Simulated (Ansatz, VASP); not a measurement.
# Cross-check of BN between VASP and Ansatz

Aim: how closely do two programs agree when they are given the same cell, functional and k mesh?

Method: plane waves, with VASP 6.6.1 beside it; dielectric response at PBE, single point at r2SCAN and single point at LDA, in Ansatz 0.2.0.

The database entry behind the starting cell differs from later determinations by our own check (about 0.3 % short, minor phase), so it need not match the best structure at ambient conditions.

### Step 1. Set-up

The structure is hexagonal, space group P6_3/mmc (No. 194). The conventional cell has a = 2.498 Å, b = 2.498 Å, c = 6.636 Å, α = 90.00°, β = 90.00°, γ = 120.00°. Nearest to N lie 3 B at 1.44 Å. Nearest to B lie 3 N at 1.44 Å. Farther neighbours and most contacts between anions are not listed.

### Step 2. Ansatz: dielectric response, PBE

Ansatz runs on its default PAW (the set named soft_2) files.

The response to a field tests empty states and converges slowly with the mesh.

input.yaml reads:

```yaml
crystal:
  lattice:
    - [2.49824, 0.0, 0.0]
    - [-1.24912, 2.1635393048, 0.0]
    - [0.0, 0.0, 6.6357]
  atoms:
    - { symbol: "N", position: [0.6666666667, 0.3333333333, 0.25] }
    - { symbol: "N", position: [0.3333333333, 0.6666666667, 0.75] }
    - { symbol: B, position: [0.6666666667, 0.3333333333, 0.75] }
    - { symbol: B, position: [0.3333333333, 0.6666666667, 0.25] }
hamiltonian:
  xc: pbe
  pseudopotentials: { kind: paw }
kpoints:
  mp_grid: { grid: [14, 14, 5] }
scf:
  occupations: { method: fixed }
dielectric:
  method: response
```

Started as:

```sh
$ ansatz run input.yaml --threads 2 --pin off --max-ram 4608MiB --backend cpu --events-out ev --progress --plain --runs-dir out
```

Numbers of over 12 decimals in the logs are rounded to 6 here.

The log of the run:

```text
Engine: ansatz 0.2.0, aarch64-unknown-linux-gnu
Pseudopotentials: kind: paw
Pseudopotential: N, paw, valence charge 5, recommended cutoff 420 eV (normal), N.paw.azcp
Pseudopotential: B, paw, valence charge 3, recommended cutoff 420 eV (normal), B.paw.azcp
Functional definition: PBE
  parameter kappa = 0.804
  parameter beta = 0.066725
  exchange = pbe_x(kappa = kappa, mu = beta*pi^2/3)
  correlation = pbe_c(beta = beta)
Crystal: 4 atoms, lattice volume = 35.866 Å³
Basis set: ecut = 420 eV, 689 PW (Γ), exchange–correlation on 36×36×96 points (8 copies of the dense FFT grid, shifted against one another)
Bands: 12, of which v1, the nominal top of the filled ones, is band 8 counted from 1 (7 counted from 0)
Symmetry: 24 space group operations
k-points: 267 of 980 (irreducible under 2 space group operations, time reversal used)
Non-local potential: N, projectors of the file, l = 0: 2, l = 1: 2, l = 2: 1
Non-local potential: B, projectors of the file, l = 0: 2, l = 1: 2, l = 2: 1
PAW form: soft (Blöchl's): semilocal exchange-correlation on the pseudo side does not see the compensation charge
PAW one-centre angular grid: N, 110 points (default); XC on 64 Gauss nodes
PAW one-centre angular grid: B, 110 points (default); XC on 64 Gauss nodes
Initial density: superposition of atomic densities (neutral atoms: chi_scale 0, normalization atom), corrected by the library's trained network
Initial wavefunctions: pseudopotential atomic-orbital guess
Functional: x = pbe(κ = 0.804, μ = 0.219515), c = pbe(β = 0.066725)
SCF iter   1: F=—  HF=-1084.800493 eV  |F-HF|=—  |Δ(HF+E_count)|=         —  Δρ=1.47e-3  dr2=2.08e-4  ethr=1.77e-3  ⟨swp⟩=5.1  Hψ=16797  notcnv=0  defer=474
preconditioner: auto → none  [insulator: Δε(μ)=4.262 eV  Ē_g=15.892 eV  n_scr=4 (ndim 8)  ℏωp=24.8 eV  f_vac=0.021  ε∞_Penn≈3.4]
SCF iter   2: F=—  HF=-1084.801536 eV  |F-HF|=—  |Δ(HF+E_count)|=   1.04e-3  Δρ=7.40e-4  dr2=4.14e-5  ethr=1.30e-6  ⟨swp⟩=2.3  Hψ=7859  notcnv=0  defer=534
SCF iter   3: F=—  HF=-1084.801847 eV  |F-HF|=—  |Δ(HF+E_count)|=   3.11e-4  Δρ=3.28e-4  dr2=8.76e-6  ethr=2.59e-7  ⟨swp⟩=2.0  Hψ=5733  notcnv=0  defer=524
SCF iter   4: F=—  HF=-1084.801916 eV  |F-HF|=—  |Δ(HF+E_count)|=   6.90e-5  Δρ=2.34e-5  dr2=6.57e-8  ethr=5.48e-8  ⟨swp⟩=2.0  Hψ=5522  notcnv=0  defer=358
SCF iter   5: F=—  HF=-1084.801918 eV  |F-HF|=—  |Δ(HF+E_count)|=   2.05e-6  Δρ=4.47e-6  dr2=4.50e-9  ethr=4.11e-10  ⟨swp⟩=2.0  Hψ=5334  notcnv=0  defer=70
SCF iter   6: F=-1084.801918 eV  HF=-1084.801918 eV  |F-HF|=1.64e-10  |Δ(HF+E_count)|=   8.48e-9  Δρ=6.05e-7  dr2=8.08e-11  ethr=1.00e-12  ⟨swp⟩=2.9  Hψ=14481  notcnv=0
SCF 1 converged in 6 iterations: F = -1084.801918 eV  dr2 = 8.08e-11
  greatest PAW one-centre occupation: 0.798 electrons in one spin orbital (limit 2), on the N atom at site 1 (counted from 0), in its partial waves of l = 0
NSCF: frozen V_eff on 5 k-points
DFPT response loops at Γ: preconditioner auto → Resta (q_TF=auto, 2.385 Å⁻¹)  ε∞=3.7 (no band partly filled); β = 1.00, the filter's whole step (`scf.mixing.beta` (0.50) is not read by the response loops at its default; to damp them type it under 1.00, their step now; it binds the ground state too); Broyden in place of MSR1
SCF converged after 6 iterations
Free energy (F): -1084.801918 eV
Harris-Foulkes:  -1084.801918 eV  (|F-HF|=1.64e-10)
Internal energy: -1084.801918 eV  (E = F + TS)
E sigma→0 (E₀):  -1084.801918 eV
Fermi energy:    4.820658 eV
--- Per-component energies (eV) ---
  E_band       = -37.450040
  E_kinetic    = 367.633283
  E_local      = -693.889866  (includes V_loc(G=0)·N_el)
  E_nonlocal   = 115.818453
  E_hartree    = 223.929355
  E_xc         = -184.631000
  E_vxc        = -229.079901  (∫ρ·V_xc dr)
  E_paw        = -413.731132  (= ΣΔE_a)
  E_vpaw       = -45.791049  (= ΣTr[D̂ρ^β])
  E_aug_tail   = 0.000198  (compensation charges beyond the density's cutoff)
  E_ewald      = -499.931209
  E_smearing   = -0.000000  (= −TS)
  E_closure    = 0.000000  (closes the sum)
  Σ components = -1084.801918   (vs F -1084.801918, Δ=0.00e0)
--- Band table (eV; the first three rows and the last of 267) ---
  k-point 0: bands = [... 4 lower, 3.4723, 3.4723, 3.5094, 3.5094, 10.0608, 15.1420, 16.4271, 16.4271]
  k-point 1: bands = [... 4 lower, 3.4759, 3.4759, 3.5053, 3.5053, 10.5205, 14.5372, 16.4388, 16.4388]
  k-point 2: bands = [... 4 lower, 3.4852, 3.4852, 3.4961, 3.4961, 11.7011, 13.1939, 16.4691, 16.4691]
  k-point 266: bands = [... 4 lower, -0.9684, -0.9188, 3.1504, 4.1945, 10.3046, 10.8302, 15.7057, 17.2830]
--- Dielectric response (ions clamped): 2 representative field directions + reference, on 267 of 980 k-points (Σ response iterations 14) ---
  k mesh reduced under 2 symmetry operations, with k and −k counted as one. Each operation leaves every solved perturbation unchanged. A smaller set is not considered because the run solves the response to a homogeneous field
  ε∞ (high-frequency dielectric tensor):
        4.739836    -0.000000     0.000000
       -0.000000     4.739836     0.000000
       -0.000000     0.000000     2.688652
  Born effective charges Z* (e; rows j = field, columns β = displacement):
    site 0:
        -2.71178   -0.00000   -0.00000
        -0.00000   -2.71178   -0.00000
         0.00000   -0.00000   -0.74389
    site 1:
        -2.71178   -0.00000   -0.00000
        -0.00000   -2.71178   -0.00000
         0.00000   -0.00000   -0.74389
    site 2:
         2.71178    0.00000    0.00000
         0.00000    2.71178    0.00000
         0.00000    0.00000    0.74389
    site 3:
         2.71178    0.00000    0.00000
         0.00000    2.71178    0.00000
         0.00000    0.00000    0.74389
  Z* charge neutrality: 1.423e-5 e pre-enforcement
  k-mesh period / interband length: 35.0 Å / 1.35 Å = 25.97 at k = (0.0000, -0.5000, 0.2000), direct gap 4.869 eV — 14 or more, which is no proof of convergence
```

Elapsed: 35 s, on 2 threads of Arm Neoverse N1, shared host; peak memory 0.59 GiB.

The column dr2 measures how far the density is from self-consistency, as an energy; F and HF (Harris–Foulkes) agree once it is small.

### Step 3. VASP: dielectric response, PBE

The same cell, functional and mesh now go to VASP, with its own data sets and cutoff.

Lines of VASP's logs that name or quote its potential files are left out, and so is its time.

INCAR reads:

```
SYSTEM = BN
PREC = Accurate
ENCUT = 520
EDIFF = 1E-08
NELM = 100
ISMEAR = 0
SIGMA = 0.01
LREAL = .FALSE.
ALGO = Normal
GGA = PE
NBANDS = 14
LWAVE = .FALSE.
LCHARG = .FALSE.
KPAR = 4
LEPSILON = .TRUE.
```

POSCAR reads:

```
BN
1.0
    2.4982400000      0.0000000000      0.0000000000
   -1.2491200000      2.1635393048      0.0000000000
    0.0000000000      0.0000000000      6.6357000000
N B
2 2
Direct
    0.6666666667      0.3333333333      0.2500000000
    0.3333333333      0.6666666667      0.7500000000
    0.6666666667      0.3333333333      0.7500000000
    0.3333333333      0.6666666667      0.2500000000
```

KPOINTS reads:

```
Automatic mesh
0
Gamma
14 14 5
0 0 0
```

PAW data sets: N and B (PBE family, release 64).

Started as:

```sh
$ mpirun -np 4 vasp_std
```

The log of the run:

```text
[banner, memory and clock lines left out]
running    4 mpi-ranks, on    1 nodes
 distrk:  each k-point on    1 cores,    4 groups
 distr:  one band on    1 cores,    1 groups

 POSCAR found type information on POSCAR N B
 POSCAR found :  2 types and       4 ions
 LDA part: xc-table for (Slater+PW92), standard interpolation
 POSCAR, INCAR and KPOINTS ok, starting setup
 FFT: planning ... GRIDC
 FFT: planning ... GRID_SOFT
 FFT: planning ... GRID
 WAVECAR not read
 entering main loop
       N       E                     dE             d eps       ncg     rms          rms(c)
DAV:   1     0.577023644426E+02    0.57702E+02   -0.81746E+03  2016   0.105E+03
DAV:   2    -0.346892946241E+02   -0.92392E+02   -0.83202E+02  2774   0.245E+02
DAV:   3    -0.387179469867E+02   -0.40287E+01   -0.40026E+01  2664   0.519E+01
DAV:   4    -0.387525658252E+02   -0.34619E-01   -0.34610E-01  2382   0.521E+00
DAV:   5    -0.387529739916E+02   -0.40817E-03   -0.40803E-03  2670   0.547E-01    0.113E+01
DAV:   6    -0.355114034368E+02    0.32416E+01   -0.63697E+00  2478   0.200E+01    0.511E+00
DAV:   7    -0.352205138735E+02    0.29089E+00   -0.54387E-01  2562   0.598E+00    0.316E+00
DAV:   8    -0.351434052830E+02    0.77109E-01   -0.26341E-01  2418   0.364E+00    0.439E-01
DAV:   9    -0.351395130149E+02    0.38923E-02   -0.14769E-02  2286   0.102E+00    0.193E-01
DAV:  10    -0.351404289402E+02   -0.91593E-03   -0.12275E-03  2232   0.289E-01    0.340E-02
DAV:  11    -0.351405339932E+02   -0.10505E-03   -0.11546E-04  2526   0.928E-02    0.246E-02
DAV:  12    -0.351405410804E+02   -0.70871E-05   -0.28291E-05  2160   0.415E-02    0.363E-03
DAV:  13    -0.351405412068E+02   -0.12644E-06   -0.10111E-06  2724   0.794E-03    0.924E-04
DAV:  14    -0.351405413124E+02   -0.10560E-06   -0.16416E-07  2112   0.305E-03    0.254E-04
DAV:  15    -0.351405413129E+02   -0.47817E-09   -0.32572E-09  2148   0.485E-04
   1 F= -.35140541E+02 E0= -.35140541E+02  d E =-.242029E-24
 Linear response reoptimize wavefunctions to high precision
DAV:   1    -0.351405413106E+02    0.23344E-08   -0.44605E-10  1638   0.221E-04
DAV:   2    -0.351405413106E+02    0.14325E-10   -0.38511E-11  1248   0.593E-05
 Linear response G [H, r] |phi>, progress :
  Direction:   1
       N       E                     dE             d eps       ncg     rms
RMM:   1    -0.575001549512E+02   -0.57500E+02    0.50732E+01  4295   0.699E+01
RMM:   2    -0.573981908678E+02    0.10196E+00   -0.27633E+00  3334   0.148E+01
RMM:   3    -0.574365768054E+02   -0.38386E-01   -0.23355E-02  3631   0.127E+00
RMM:   4    -0.574379915043E+02   -0.14147E-02   -0.47303E-04  3808   0.182E-01
RMM:   5    -0.574380196037E+02   -0.28099E-04   -0.10375E-05  3774   0.270E-02
RMM:   6    -0.574380210888E+02   -0.14851E-05   -0.90728E-07  3815   0.466E-03
RMM:   7    -0.574380211447E+02   -0.55891E-07   -0.94169E-06  3576   0.117E-03
RMM:   8    -0.574380211398E+02    0.48535E-08    0.76232E-06  2734   0.527E-04
RMM:   9    -0.574380211423E+02   -0.24461E-08    0.34822E-06  2434   0.446E-04
RMM:  10    -0.574380211384E+02    0.38394E-08    0.10152E-05  2171   0.432E-04
RMM:  11    -0.574380211449E+02   -0.64666E-08    0.54893E-06  2060   0.432E-04
RMM:  12    -0.574380211474E+02   -0.24873E-08    0.10766E-05  1924   0.432E-04
 Linear response G [H, r] |phi>, progress :
  Direction:   2
       N       E                     dE             d eps       ncg     rms
RMM:   1    -0.609004239921E+02   -0.60900E+02   -0.15061E+01  4071   0.665E+01
RMM:   2    -0.610844485130E+02   -0.18402E+00   -0.17557E+00  3368   0.120E+01
RMM:   3    -0.611051817026E+02   -0.20733E-01   -0.17477E-02  3581   0.100E+00
RMM:   4    -0.611057144311E+02   -0.53273E-03   -0.29838E-04  3694   0.141E-01
RMM:   5    -0.611057247522E+02   -0.10321E-04   -0.85035E-06  3730   0.196E-02
RMM:   6    -0.611057251387E+02   -0.38649E-06   -0.85312E-07  3757   0.323E-03
RMM:   7    -0.611057251474E+02   -0.87182E-08    0.83072E-07  3453   0.784E-04
RMM:   8    -0.611057251457E+02    0.17092E-08   -0.16335E-05  2638   0.393E-04
RMM:   9    -0.611057251449E+02    0.76335E-09   -0.15452E-05  2278   0.352E-04
RMM:  10    -0.611057251456E+02   -0.65401E-09   -0.15058E-05  2062   0.349E-04
RMM:  11    -0.611057251452E+02    0.38341E-09   -0.17261E-05  1943   0.349E-04
RMM:  12    -0.611057251500E+02   -0.47650E-08   -0.20356E-05  1856   0.350E-04
 Linear response G [H, r] |phi>, progress :
  Direction:   3
       N       E                     dE             d eps       ncg     rms
RMM:   1    -0.555882269786E+02   -0.55588E+02    0.10683E+02  3732   0.788E+01
RMM:   2    -0.588500318888E+02   -0.32618E+01   -0.17311E+00  3278   0.108E+01
RMM:   3    -0.588745977613E+02   -0.24566E-01   -0.24845E-02  3445   0.999E-01
RMM:   4    -0.588751599970E+02   -0.56224E-03   -0.76249E-04  3579   0.179E-01
RMM:   5    -0.588751718083E+02   -0.11811E-04   -0.19905E-05  3507   0.242E-02
RMM:   6    -0.588751722615E+02   -0.45325E-06   -0.21651E-06  3430   0.501E-03
RMM:   7    -0.588751722808E+02   -0.19234E-07   -0.12949E-06  2942   0.126E-03
RMM:   8    -0.588751722818E+02   -0.10831E-08   -0.12307E-06  2743   0.615E-04
RMM:   9    -0.588751722839E+02   -0.20639E-08   -0.13167E-06  2231   0.495E-04
RMM:  10    -0.588751722883E+02   -0.43673E-08   -0.13441E-06  1979   0.476E-04
RMM:  11    -0.588751722892E+02   -0.89825E-09   -0.10296E-06  1837   0.475E-04
RMM:  12    -0.588751722988E+02   -0.96495E-08    0.13810E-05  1615   0.472E-04
 Linear response to external field (no local field effect), progress :
  Direction:   1
       N       E                     dE             d eps       ncg     rms          rms(c)
RMM:   1    -0.411810885496E+00   -0.41181E+00   -0.18613E+00  3979   0.310E+00
RMM:   2    -0.422745807754E+00   -0.10935E-01   -0.36003E-03  3429   0.347E-01
RMM:   3    -0.422779517973E+00   -0.33710E-04   -0.43957E-05  3509   0.309E-02
RMM:   4    -0.422780034895E+00   -0.51692E-06   -0.64658E-07  3669   0.427E-03
RMM:   5    -0.422780042349E+00   -0.74545E-08   -0.14236E-08  3384   0.520E-04
 change of polarisation eV/A/(eV/A) component  1 :     0.846     0.210    -0.024
 dielectric tensor                  component  1 :     5.266     1.061    -0.122
 Linear response to external field (no local field effect), progress :
  Direction:   2
       N       E                     dE             d eps       ncg     rms          rms(c)
RMM:   1    -0.329898752781E+00   -0.32990E+00   -0.13026E+00  3854   0.297E+00
RMM:   2    -0.338450033331E+00   -0.85513E-02   -0.26575E-03  3396   0.325E-01
RMM:   3    -0.338479055805E+00   -0.29022E-04   -0.34550E-05  3510   0.286E-02
RMM:   4    -0.338479515353E+00   -0.45955E-06   -0.59818E-07  3652   0.438E-03
RMM:   5    -0.338479521622E+00   -0.62690E-08   -0.13208E-08  3366   0.513E-04
 change of polarisation eV/A/(eV/A) component  2 :     0.210     0.677    -0.033
 dielectric tensor                  component  2 :     1.061     4.415    -0.166
 Linear response to external field (no local field effect), progress :
  Direction:   3
       N       E                     dE             d eps       ncg     rms          rms(c)
RMM:   1    -0.196165561958E+00   -0.19617E+00   -0.46568E-01  3933   0.238E+00
RMM:   2    -0.199401521835E+00   -0.32360E-02   -0.26612E-03  3329   0.383E-01
RMM:   3    -0.199424573051E+00   -0.23051E-04   -0.25044E-05  3365   0.272E-02
RMM:   4    -0.199424894770E+00   -0.32172E-06   -0.38891E-07  3424   0.385E-03
RMM:   5    -0.199424899076E+00   -0.43053E-08   -0.84725E-09  3125   0.397E-04
 change of polarisation eV/A/(eV/A) component  3 :    -0.024    -0.033     0.399
 dielectric tensor                  component  3 :    -0.122    -0.166     3.012
 Linear response to external field, progress :
  Direction:   1
       N       E                     dE             d eps       ncg     rms          rms(c)
RMM:   1    -0.371321556763E+00   -0.37132E+00   -0.15866E+00  9166   0.296E+00
RMM:   2    -0.380598939609E+00   -0.92774E-02   -0.30660E-03  8010   0.324E-01    0.842E-01
RMM:   3    -0.376786271659E+00    0.38127E-02   -0.56102E-03  8197   0.521E-01    0.498E-01
RMM:   4    -0.391957756932E+00   -0.15171E-01   -0.78130E-03  8160   0.621E-01    0.844E-02
RMM:   5    -0.395394032432E+00   -0.34363E-02   -0.19119E-04  8323   0.108E-01    0.893E-03
RMM:   6    -0.395593206587E+00   -0.19917E-03   -0.32630E-06  8745   0.123E-02    0.411E-03
RMM:   7    -0.395810323735E+00   -0.21712E-03   -0.10419E-06  8352   0.760E-03    0.425E-04
RMM:   8    -0.395817701584E+00   -0.73778E-05   -0.53802E-09  8959   0.781E-04    0.181E-04
RMM:   9    -0.395819932759E+00   -0.22312E-05   -0.88642E-08  8315   0.477E-04    0.154E-05
RMM:  10    -0.395819786647E+00    0.14611E-06    0.52658E-08  5863   0.743E-05    0.593E-06
 change of polarisation eV/A/(eV/A) component  1 :     0.742     0.045     0.006
 dielectric tensor                  component  1 :     4.746     0.226     0.032
 Linear response to external field, progress :
  Direction:   2
       N       E                     dE             d eps       ncg     rms          rms(c)
RMM:   1    -0.371064638886E+00   -0.37106E+00   -0.15840E+00  9386   0.298E+00
RMM:   2    -0.380597896234E+00   -0.95333E-02   -0.31344E-03  8034   0.330E-01    0.842E-01
RMM:   3    -0.376786196960E+00    0.38117E-02   -0.55856E-03  8279   0.521E-01    0.497E-01
RMM:   4    -0.391944679869E+00   -0.15158E-01   -0.78361E-03  8254   0.621E-01    0.844E-02
RMM:   5    -0.395397088331E+00   -0.34524E-02   -0.19450E-04  8394   0.107E-01    0.898E-03
RMM:   6    -0.395586114289E+00   -0.18903E-03    0.74588E-07  8752   0.120E-02    0.423E-03
RMM:   7    -0.395809230214E+00   -0.22312E-03   -0.12259E-06  8413   0.778E-03    0.423E-04
RMM:   8    -0.395817020315E+00   -0.77901E-05   -0.83755E-07  8987   0.718E-04    0.181E-04
RMM:   9    -0.395819567667E+00   -0.25474E-05   -0.17852E-07  7989   0.432E-04    0.219E-05
RMM:  10    -0.395819904127E+00   -0.33646E-06    0.75423E-08  6540   0.936E-05    0.814E-06
 change of polarisation eV/A/(eV/A) component  2 :     0.045     0.742    -0.027
 dielectric tensor                  component  2 :     0.226     4.746    -0.134
 Linear response to external field, progress :
  Direction:   3
       N       E                     dE             d eps       ncg     rms          rms(c)
RMM:   1    -0.196165561958E+00   -0.19617E+00   -0.46568E-01  3933   0.238E+00
RMM:   2    -0.199401521508E+00   -0.32360E-02   -0.26612E-03  3329   0.383E-01    0.663E-01
RMM:   3    -0.176188391599E+00    0.23213E-01   -0.19118E-02  3045   0.853E-01    0.342E-01
RMM:   4    -0.180375142335E+00   -0.41868E-02   -0.18474E-02  3219   0.823E-01    0.108E-01
RMM:   5    -0.185930222179E+00   -0.55551E-02   -0.43593E-04  3328   0.157E-01    0.120E-02
RMM:   6    -0.186246894159E+00   -0.31667E-03   -0.11031E-05  3436   0.187E-02    0.564E-03
RMM:   7    -0.186511028023E+00   -0.26413E-03   -0.19981E-06  3365   0.106E-02    0.886E-04
RMM:   8    -0.186538041854E+00   -0.27014E-04   -0.93460E-08  3429   0.200E-03    0.259E-04
RMM:   9    -0.186531453951E+00    0.65879E-05   -0.11974E-08  3456   0.686E-04    0.326E-05
RMM:  10    -0.186531311263E+00    0.14269E-06   -0.80638E-10  2819   0.105E-04    0.102E-05
RMM:  11    -0.186531527687E+00   -0.21642E-06   -0.53557E-10  2118   0.580E-05    0.223E-06
 change of polarisation eV/A/(eV/A) component  3 :    -0.024    -0.033     0.335
 dielectric tensor                  component  3 :    -0.122    -0.165     2.688
 Born effective charges drift removed
```

(Continued in part 2 of 2.)

[Lines on the potential files, build, host, timing and source positions are cut from VASP's logs without a mark.]

[Logs are printed without paths, hosts, clocks, repeated set-up lines and the standing remarks that a program may print on its own settings, such as how far it seeks lower states.]

[Hosts, paths, dates, database ids (printed as entryN), source tags and the programs' standing remarks are cut or masked in the printed files.]
